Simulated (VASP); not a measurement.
# SiC (P6_3mc) in VASP: further runs

Aim: see how the results for SiC move with the level of theory and the settings. Levels: PBEsol+D3, PBEsol+D3(BJ), PBE. Tasks: relaxation of cell and atoms, single point.

Program: VASP 6.6.1. These are calculated values, not measurements. Logs are shortened: lines on timing, memory, paths and dates and some standing lists are left out, and cuts for length are marked.

## (1) The structure

It takes space group P6_3mc (No. 186, hexagonal). The conventional cell has a = 3.076 Å, b = 3.076 Å, c = 10.071 Å, α = 90.00°, β = 90.00°, γ = 120.00°. Si (site symmetry 3m) has 4 C at 1.88 to 1.89 Å as nearest neighbours. Si (site symmetry 3m) is surrounded by 4 C at 1.88 to 1.89 Å. C (site symmetry 3m) is surrounded by 4 Si at 1.88 to 1.89 Å. C (site symmetry 3m) has 4 Si at 1.88 to 1.89 Å as nearest neighbours.

The cell is a database's computed one.

## (2) Relaxation of cell and atoms, PBEsol+D3

Contents of INCAR:

```
PREC     = Accurate       # precision mode
ENCUT    = 600            # plane-wave cutoff, eV
EDIFF    = 1E-7           # SCF threshold, eV
ISMEAR   = -1             # smearing method
SIGMA    = 0.05           # smearing width, eV
LREAL    = F              # projectors in reciprocal space
LASPH    = T              # aspherical terms in the spheres
NELM     = 60             # most SCF steps
ALGO     = Normal         # electronic algorithm
ISIF     = 3              # what is computed and relaxed
LWAVE    = F              # write WAVECAR
LCHARG   = F              # write CHGCAR
GGA      = PS             # functional
IVDW     = 11             # dispersion correction
IBRION   = 2              # ionic algorithm
NSW      = 60             # ionic steps
EDIFFG   = -0.005         # ionic threshold
```

Contents of KPOINTS:

```
regular mesh
0
Gamma
  10 10 3
```

Contents of POSCAR:

```
SiC
1.0
    3.0756941497      0.0000000000      0.0000000000
   -1.5378470748      2.6636292679      0.0000000000
    0.0000000000      0.0000000000     10.0706464800
Si C
4 4
Direct
    0.0000000000      0.0000000000      0.1878943800
    0.0000000000      0.0000000000      0.6878943800
    0.3333333333      0.6666666667      0.4378419800
    0.6666666667      0.3333333333      0.9378419800
    0.0000000000      0.0000000000      0.0004600500
    0.0000000000      0.0000000000      0.5004600500
    0.3333333333      0.6666666667      0.2498025900
    0.6666666667      0.3333333333      0.7498025900
```

Potentials or basis: VASP PAW PBE potentials, release 64 (Si, C).

Run with:

```console
> cat potpaw_PBE.64/Si/POTCAR potpaw_PBE.64/C/POTCAR > POTCAR
> mpirun -np 1 vasp_std > vasp.out
```

OUTCAR:

```text
PREC = Accurate
   ENCUT = 600
   EDIFF = 1E-7
   ISMEAR = -1
   LREAL = F
   LASPH = T
   NELM = 60
   ISIF = 3
   GGA = PS
   IVDW = 11
   IBRION = 2
   NSW = 60
   EDIFFG = -0.005
 IVDW          = 11

 ion  position               nearest neighbor table
   1  0.000  0.000  0.188-   7 1.88   7 1.88   7 1.88   5 1.89   3 3.08   3 3.08   3 3.08   4 3.08
                             4 3.08   4 3.08
   2  0.000  0.000  0.688-   8 1.88   8 1.88   8 1.88   6 1.89   4 3.08   4 3.08   4 3.08   3 3.08
                             3 3.08   3 3.08
   3  0.333  0.667  0.438-   6 1.88   6 1.88   6 1.88   7 1.89   1 3.08   1 3.08   1 3.08   2 3.08
                             2 3.08   2 3.08
   4  0.667  0.333  0.938-   5 1.88   5 1.88   5 1.88   8 1.89   2 3.08   2 3.08   2 3.08   1 3.08
                             1 3.08   1 3.08
   5  0.000  0.000  0.000-   4 1.88   4 1.88   4 1.88   1 1.89
   6  0.000  0.000  0.500-   3 1.88   3 1.88   3 1.88   2 1.89
   7  0.333  0.667  0.250-   1 1.88   1 1.88   1 1.88   3 1.89
   8  0.667  0.333  0.750-   2 1.88   2 1.88   2 1.88   4 1.89

  LATTYP: Found a hexagonal cell.
 ALAT       =     3.0756941497
 C/A-ratio  =     3.2742678530

  Lattice vectors:

 A1 = (   3.0756941497,   0.0000000000,   0.0000000000)
 A2 = (  -1.5378470748,   2.6636292679,   0.0000000000)
 A3 = (   0.0000000000,   0.0000000000,  10.0706464800)

Analysis of symmetry for initial positions (statically):
=====================================================================
 Subroutine PRICEL returns:
 Original cell was already a primitive cell.

 Routine SETGRP: Setting up the symmetry group for a
 hexagonal supercell.

 Subroutine GETGRP returns: Found 12 space group operations
 (whereof  6 operations were pure point group operations)
 out of a pool of 24 trial point group operations.

The static configuration has the point symmetry C_3v.
 The point group associated with its full space group is C_6v.

Analysis of symmetry for dynamics (positions and initial velocities):
=====================================================================
 Subroutine PRICEL returns:
 Original cell was already a primitive cell.

 Routine SETGRP: Setting up the symmetry group for a
 hexagonal supercell.

 Subroutine GETGRP returns: Found 12 space group operations
 (whereof  6 operations were pure point group operations)
 out of a pool of 24 trial point group operations.

The dynamic configuration has the point symmetry C_3v.
 The point group associated with its full space group is C_6v.

 Subroutine INISYM returns: Found 12 space group operations
 (whereof  6 operations are pure point group operations),
 and found     1 'primitive' translations

----------------------------------------------------------------------------------------

                                     Primitive cell

  volume of cell :      82.5039

  direct lattice vectors                    reciprocal lattice vectors
     3.075694150  0.000000000  0.000000000     0.325129857  0.187713811  0.000000000
    -1.537847075  2.663629268  0.000000000     0.000000000  0.375427621  0.000000000
     0.000000000  0.000000000 10.070646480     0.000000000  0.000000000  0.099298491

  length of vectors
     3.075694150  3.075694150 10.070646480     0.375427621  0.375427621  0.099298491

  position of ions in fractional coordinates (direct lattice)
     0.000000000  0.000000000  0.187894380
     0.000000000  0.000000000  0.687894380
     0.333333333  0.666666667  0.437841980
     0.666666667  0.333333333  0.937841980
     0.000000000  0.000000000  0.000460050
     0.000000000  0.000000000  0.500460050
     0.333333333  0.666666667  0.249802590
     0.666666667  0.333333333  0.749802590

  ion indices of the primitive-cell ions
   primitive index   ion index
                 1           1
                 2           2
                 3           3
                 4           4
                 5           5
                 6           6
                 7           7
                 8           8

----------------------------------------------------------------------------------------

 KPOINTS: regular mesh

Automatic generation of k-mesh.
 Grid dimensions read from file:
 generate k-points for:   10   10    3

 Generating k-lattice:

  Cartesian coordinates                     Fractional coordinates (reciprocal lattice)
     0.032512986  0.018771381  0.000000000     0.100000000  0.000000000  0.000000000
     0.000000000  0.037542762  0.000000000     0.000000000  0.100000000  0.000000000
     0.000000000  0.000000000  0.033099497     0.000000000  0.000000000  0.333333333

  Length of vectors
     0.037542762  0.037542762  0.033099497

  Shift w.r.t. Gamma in fractional coordinates (k-lattice)
     0.000000000  0.000000000  0.000000000

 Subroutine IBZKPT returns following result:
 ===========================================

 Found     28 irreducible k-points:

 Following reciprocal coordinates:
            Coordinates               Weight
  0.000000  0.000000  0.000000      1.000000
  0.100000  0.000000  0.000000      6.000000
  0.200000  0.000000  0.000000      6.000000
  0.300000  0.000000  0.000000      6.000000
  0.400000  0.000000  0.000000      6.000000
  0.500000  0.000000  0.000000      3.000000
[... 16 lines left out ...]
  0.300000  0.100000  0.333333     24.000000
  0.400000  0.100000  0.333333     24.000000
 [... further k-points ...]
   k-points           NKPTS =     28   k-points in BZ     NKDIM =     28   number of bands    NBANDS=     21
   number of dos      NEDOS =    301   number of ions     NIONS =      8
   total plane-waves  NPLWV =  62720
   dimension x,y,z NGX =    28 NGY =   28 NGZ =   80
   dimension x,y,z NGXF=    56 NGYF=   56 NGZF=  160
   ions per type =               4   4
   NGX,Y,Z   is equivalent  to a cutoff of  15.13, 15.13, 13.21 a.u.
   NGXF,Y,Z  is equivalent  to a cutoff of  30.27, 30.27, 26.41 a.u.
 SYSTEM =  unknown system
   PREC   = accura    normal or accurate (medium, high low for compatibility)
   ISTART =      0    job   : 0-new  1-cont  2-samecut
   ICHARG =      2    charge: 1-file 2-atom 10-const
   ISPIN  =      1    spin polarized calculation?
   LNONCOLLINEAR =      F non collinear calculations
   LSORBIT =      F    spin-orbit coupling
   LASPH  =      T    aspherical Exc in radial PAW
   ENCUT  =  600.0 eV  44.10 Ry    6.64 a.u.   6.14  6.14 20.11*2*pi/ulx,y,z
   NELM   =     60;   NELMIN=  2; NELMDL= -5     # of ELM steps
   EDIFF  = 0.1E-06   stopping-criterion for ELM
   LREAL  =      F    real-space projection
   EDIFFG = -.5E-02   stopping-criterion for IOM
   NSW    =     60    number of steps for IOM
   IBRION =      2    ionic relax: 0-MD 1-quasi-New 2-CG
   NFREE  =      1    steps in history (QN), initial steepest desc. (CG)
   ISIF   =      3    stress and relaxation
   ISYM   =      2    0-nonsym 1-usesym 2-fastsym
   POTIM  = 0.5000    time-step for ionic-motion
   TEBEG  =    0.0;   TEEND  =   0.0 temperature during run
   PSTRESS=    0.0 pullay stress
   NELECT =      32.0000    total number of electrons
   NUPDOWN=      -1.0000    fix difference up-down
   EMIN   =  10.00;   EMAX   =-10.00  energy-range for DOS
   EFERMI =   0.00;   METHOD = LEGACY
   ISMEAR =    -1;   SIGMA  =   0.05  broadening in eV -4-tet -1-fermi 0-gaus
   EFERMI_NEDOS =   21; number of points for ismear=-14 and -15
   IALGO  =     38    algorithm
   IMIX   =      4    mixing-type and parameters
     AMIX     =   0.40;   BMIX     =  1.00
     AMIX_MAG =   1.60;   BMIX_MAG =  1.00
  volume/ion in A,a.u.               =      10.31        69.60
  Fermi-wavevector in a.u.,A,eV,Ry     =   1.193897  2.256138 19.393597  1.425389
  Thomas-Fermi vector in A             =   2.329900
   LORBIT       =      0    0 simple, 1 ext, 2 COOP (PROOUT), +10 PAW based schemes
   GGA     = PS    functional components
   LHFCALC =     F    Hartree Fock is set to
   AEXX    =    0.0000 exact exchange contribution
   IVDW    =    11    specifies the selected vdW correction
   LEPSILON=     F    determine dielectric tensor
   LRPA    =     F    only Hartree local field effects (RPA)
 conjugate gradient relaxation of ions
 non-spin polarized calculation
  energy-cutoff  :      600.00
  volume of cell :       82.50
 maximum number of plane-waves:      2776
 NGX is ok and might be reduce to    28
   NGX = 13   NGY = 13   NGZ = 41

--------------------------------------- Ionic step        1  -------------------------------------------

 number of electron      32.0000001 magnetization

 Free energy of the ion-electron system (eV)
  ---------------------------------------------------
  ext. energy  EPLUGINS =         0.00000000
  ---------------------------------------------------
  free energy    TOTEN  =       -63.67520401 eV

  energy without entropy =      -63.67520401  energy(sigma->0) =      -63.67520401

------------------------ aborting loop because EDIFF is reached ----------------------------------------

 Edisp (eV)   -0.91848

 E8    (eV) :    -0.4675

  FORCE on cell =-STRESS in cart. coord.  units (eV):
  Direction    XX          YY          ZZ          XY          YZ          ZX
  --------------------------------------------------------------------------------------
  -------------------------------------------------------------------------------------
  Total      -0.42623    -0.42623    -0.51112    -0.00000     0.00000     0.00000
  in kB      -8.27712    -8.27712    -9.92562    -0.00000     0.00000     0.00000
  external pressure =       -8.83 kB  Pullay stress =        0.00 kB
[... 73 lines left out ...]
  energy  without entropy=      -64.5935737883  energy(sigma->0) =      -64.59357379

--------------------------------------- Ionic step        3  -------------------------------------------

 number of electron      32.0000001 magnetization

 Free energy of the ion-electron system (eV)
  ---------------------------------------------------
  ext. energy  EPLUGINS =         0.00000000
  ---------------------------------------------------
  free energy    TOTEN  =       -63.67287967 eV

  energy without entropy =      -63.67287967  energy(sigma->0) =      -63.67287967

 E-fermi :   9.2166     XC(G=0): -11.5330

 val. band max:        8.2040132216   @ k =   0.0000   0.0000   0.0000
 cond. band min:      10.3154351562   @ k =   0.5000   0.0000   0.0000
 fundamental gap:      2.1114219346
 Fermi energy:         9.2165700182

 k-point     1 :       0.0000    0.0000    0.0000
  band No.  band energies     occupation
      1      -7.3539      2.00000
      2      -6.1637      2.00000
      3      -6.1276      2.00000
      4      -3.7228      2.00000
      5      -0.5096      2.00000
      6       3.7888      2.00000
[... 550 lines left out ...]
      5      -0.0142      2.00000
      6       0.3534      2.00000
[... 13 lines left out ...]
     20      13.0133      0.00000
     21      14.1918      0.00000

 [... further k-points ...]

------------------------ aborting loop because EDIFF is reached ----------------------------------------

 Edisp (eV)   -0.92173

 E8    (eV) :    -0.4690

  FORCE on cell =-STRESS in cart. coord.  units (eV):
  Direction    XX          YY          ZZ          XY          YZ          ZX
  --------------------------------------------------------------------------------------
  -------------------------------------------------------------------------------------
  Total       0.01480     0.01480    -0.01212     0.00000     0.00000     0.00000
  in kB       0.28854     0.28854    -0.23630     0.00000     0.00000     0.00000
  external pressure =        0.11 kB  Pullay stress =        0.00 kB
[... 23 lines left out ...]
  FREE ENERGIE OF THE ION-ELECTRON SYSTEM (eV)
  ---------------------------------------------------
  free  energy   TOTEN  =       -64.5946118046 eV

  energy  without entropy=      -64.5946118046  energy(sigma->0) =      -64.59461180

 reached required accuracy - stopping structural energy minimisation
```

Wall time 1.7 min (1 thread of Intel Xeon Platinum 8488C (Sapphire Rapids), shared host); peak memory 0.26 GiB.

What came out:

```yaml
Free_energy: -64.5946 eV
Relaxed_volume: 10.27 Å³/atom
Relaxed_cell: a = 3.072 Å, b = 3.072 Å, c = 10.055 Å, α = 90.00°, β = 90.00°, γ = 120.00°
Space_group_after_relaxing_to_0.05_Å: P6_3mc (No. 186)
Energy_gained_by_relaxing: 0.1 meV/atom
Ionic_steps: 3
Pressure_after_relaxing: 0.0 GPa
Largest_force_after_relaxing: 0.005 eV/Å
Band_gap_on_the_k_mesh: 2.11 eV, indirect (least direct gap 3.24 eV)
Dispersion_energy_per_atom: -0.115 eV
```

Forces in eV/Å, atoms in the order of the input:
```
Si   0.000  0.000  0.005
Si   0.000  0.000  0.005
Si   0.000  0.000  0.001
Si   0.000  0.000  0.001
C    0.000  0.000 -0.005
C    0.000  0.000 -0.005
C    0.000  0.000 -0.001
C    0.000  0.000 -0.001
```

The path:
| step | energy change (eV) | largest force (eV/Å) | pressure (GPa) | volume (Å³) |
| --- | --- | --- | --- | --- |
| 1 | 0.0000 | 0.0091 | -0.88 | 82.50 |
| 2 | 0.0001 | 0.0061 | 0.97 | 81.83 |
| 3 | -0.0009 | 0.0047 | 0.01 | 82.17 |

Final structure:
```
CELL_PARAMETERS angstrom
3.07183 0.00000 0.00000
-1.53592 2.66029 0.00000
0.00000 0.00000 10.05549
ATOMIC_POSITIONS crystal
Si 0.00000 0.00000 0.18792
Si 0.00000 0.00000 0.68792
Si 0.33333 0.66667 0.43783
Si 0.66667 0.33333 0.93783
C 0.00000 0.00000 0.00044
C 0.00000 0.00000 0.50044
C 0.33333 0.66667 0.24981
C 0.66667 0.33333 0.74981
```

Levels at points of the mesh, in eV from the valence-band top:
```
           k point  band 14  band 15  band 16  band 17  band 18  band 19
(0.00, 0.00, 0.00)    -0.05     0.00     0.00     5.09     5.66     6.31
(0.50, 0.00, 0.00)    -2.24    -1.59    -1.13     2.11     2.24     4.13
```

Caveat: the PAW data sets were made with another functional, which shifts forces and pressure a little; an odd mesh through Γ misses points on the zone boundary, where band edges often lie.

(Continued in part 2 of 2.)
